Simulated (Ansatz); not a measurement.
An Ansatz run on LiNbO3 (R3c) from a database of computed structures left the output below. The cell was relaxed beforehand with r2SCAN.

The cell:
```xyz
20
Lattice="5.1374 0.0002 -0.0009 2.5685 4.8601 0.0052 0.0014 2.7056 8.4770" Properties=species:S:1:pos:R:3 pbc="T T T"
Li    2.5689    0.9760    1.2448
Li    5.1383    2.3289    5.4828
Li    2.5692    4.0824    3.3669
Li    5.1386    5.4353    7.6049
Nb    2.5685    4.7063    0.0543
Nb    5.1380    6.0591    4.2923
Nb    5.1377    2.9527    2.1702
Nb    2.5697    4.3054    6.4092
O     5.7903    4.7604    3.1021
O     6.0559    3.9330    0.5096
O     3.5664    4.2766    1.5867
O     1.6505    2.1792    2.6268
O     4.1404    2.5230    3.7031
O     3.2223    6.1131    7.3410
O     4.4850    1.6540    0.9803
O     3.4879    5.2857    4.7485
O     6.1358    5.6294    5.8248
O     4.2199    3.5321    6.8648
O     1.5724    3.8757    7.9420
O     1.9170    3.0067    5.2192
```

Main lines of the log:
```
scf.n_extra_bands = 9 over 68 filled bands (N_el = 136.0): the run solves 77 bands
Warning: the atoms were moved onto the symmetric positions of the space group found under crystal.symmetry.tolerance 1.0e-5 (fractional […]
Warning: 2 symmetry operations that the atoms keep within the bar at which the run's group was sought (crystal.symmetry.tolerance 1.0e-5, or twice it) were not taken beside the 2 unitary ones that the detection took (of a slab, those that keep its plane). […]
Crystal: 20 atoms, lattice volume = 211.573 Å³
Basis set: ecut = 500 eV, 5339 PW (Γ)
Bands: 77, of which v1, the nominal top of the filled ones, is band 68 counted from 1 (67 counted from 0)
Symmetry: 2 space group operations
Space group: P1 (ITA 1)
k-points: 76 of 144 (time reversal used)
SCF converged after 8 iterations
Free energy (F): -25922.787552 eV
Fermi energy:    6.907955 eV
--- Forces (eV/Å), atoms counted from 1 ---
  atom   1  Li      0.00001    -0.00006      0.00003
  atom   2  Li      0.00001    -0.00006      0.00003
  atom   3  Li    -0.00005    -0.00007      0.00005
  atom   4  Li    -0.00005    -0.00007      0.00005
  atom   5  Nb    -0.00009    -0.00021      0.00004
  atom   6  Nb    -0.00009    -0.00021      0.00004
  atom   7  Nb    -0.00012    -0.00021      0.00014
  atom   8  Nb    -0.00012    -0.00021      0.00014
  atom   9  O       0.00007      0.00012     0.00000
  atom  10  O       0.00008      0.00011    -0.00014
  atom  11  O     -0.00004      0.00010      0.00001
  atom  12  O       0.00007      0.00005    -0.00006
  atom  13  O       0.00010      0.00013    -0.00003
  atom  14  O       0.00007      0.00012     0.00000
  atom  15  O     -0.00005      0.00006    -0.00001
  atom  16  O       0.00008      0.00011    -0.00014
  atom  17  O     -0.00004      0.00010      0.00001
  atom  18  O       0.00007      0.00005    -0.00006
  atom  19  O       0.00010      0.00013    -0.00003
  atom  20  O     -0.00005      0.00006    -0.00001
--- Stress (GPa, compression-positive) ---
        0.011067      -0.000010      -0.000061
       -0.000010       0.016873      -0.001816
       -0.000061      -0.001816       0.011486
  P = ⅓ Tr σ = 0.0131 GPa (0.131 kbar)
--- Band table (eV; the first three rows and the last of 76) ---
  k-point 0: bands = […, 6.6157, 6.6157, 6.7086, 6.7086, 6.8978, 6.8978, 10.9717, 10.9720, 11.2239, 11.2240, …]
  k-point 1: bands = […, 6.4654, 6.5793, 6.6925, 6.8125, 6.8142, 6.8371, 10.9956, 11.0021, 11.0523, 11.2988, …]
  k-point 2: bands = […, 6.4875, 6.4875, 6.6963, 6.6963, 6.8271, 6.8271, 10.9931, 10.9931, 11.1184, 11.1184, …]
  k-point 75: bands = […, 6.4546, 6.6157, 6.6157, 6.7077, 6.7086, 6.7086, 11.0510, 11.2239, 11.2240, 11.4825, …]
```

Levels at the listed points, from bands.tsv (eV from the Fermi energy, bands near the gap, counted from 0):
```tsv
# k_distance	band_63	band_64	band_65	band_66	band_67	band_68	band_69	band_70	band_71
# fermi_ev = 6.907955
# [0, 0, 0] at k_distance = 0.000000
# [0, 0.5, 0] at k_distance = 0.678797
# [0.2648772327, 0.4999959814, -0.7946399511] at k_distance = 1.326707
# [0.4702372589, 0.2351138171, -0.9999998728] at k_distance = 1.864196
# [0.3675564199, -0.0000055763, -1.1026807118] at k_distance = 2.132940
# [0.3675572458, 0.3675548993, -0.897319912] at k_distance = 2.608137
# [0.4999990581, 0.4999943951, -0.4999988037] at k_distance = 2.932092
# [0, 0.135417, -0.010417] at k_distance = 3.683352
# [0.380208, 0, -0.140625] at k_distance = 4.311687
# levels_relative_to = fermi_ev
0.000	-0.292	-0.199	-0.199	-0.010	-0.010	4.064	4.064	4.316	4.316
0.679	-0.309	-0.309	-0.309	-0.309	-0.200	4.143	4.574	5.040	5.071
1.327	-0.352	-0.250	-0.250	-0.232	-0.214	4.340	4.340	4.471	4.554
1.864	-0.318	-0.261	-0.250	-0.250	-0.071	4.243	4.340	4.340	4.360
2.133	-0.391	-0.377	-0.220	-0.103	-0.088	4.008	4.080	4.425	4.506
2.608	-0.391	-0.377	-0.220	-0.103	-0.088	4.008	4.080	4.425	4.506
2.932	-0.292	-0.292	-0.200	-0.199	-0.199	4.143	4.316	4.316	4.575
3.683	-0.324	-0.286	-0.113	0.001	0.001	4.188	4.201	4.276	4.388
4.312	-0.391	-0.388	-0.211	-0.106	-0.092	4.004	4.084	4.427	4.520
```
In order the rows are Γ, T, H₂, H₀, S₀, S₂, F, (0, 0.135, -0.010), S₂–F (0.10).

Problem. Which of these blocks stood in the input: relax, gw, phonons, dielectric, magnetization (spin_orbit)?

Solution. None of them. A single point prints forces and stress when the output block asks for them.

Problem. Which k mesh was typed?

Solution. 6×6×4, Γ-centred. Other answers can fit too; this one was computed.

Problem. How were the bands filled?

Solution. Fixed occupations.

Problem. Which functional?

Solution. r2SCAN. The cutoff of 500 eV is the one that these potentials recommend for a meta-GGA. There is no exchange loop, so no exact exchange. The stress vanishes on a cell relaxed with r2SCAN. The lines shown narrow the functional down without fixing it; this is the one that was run.

It took 4.9 s on 1 × NVIDIA H100 80GB HBM3 with 4 threads of AMD EPYC 7R13 Processor (Zen 3) (shared host), load about 2.7 per core; peak host memory 2.1 GiB.

Calculated for a static, non-magnetic cell.

The runs are scalar-relativistic, without spin-orbit coupling.
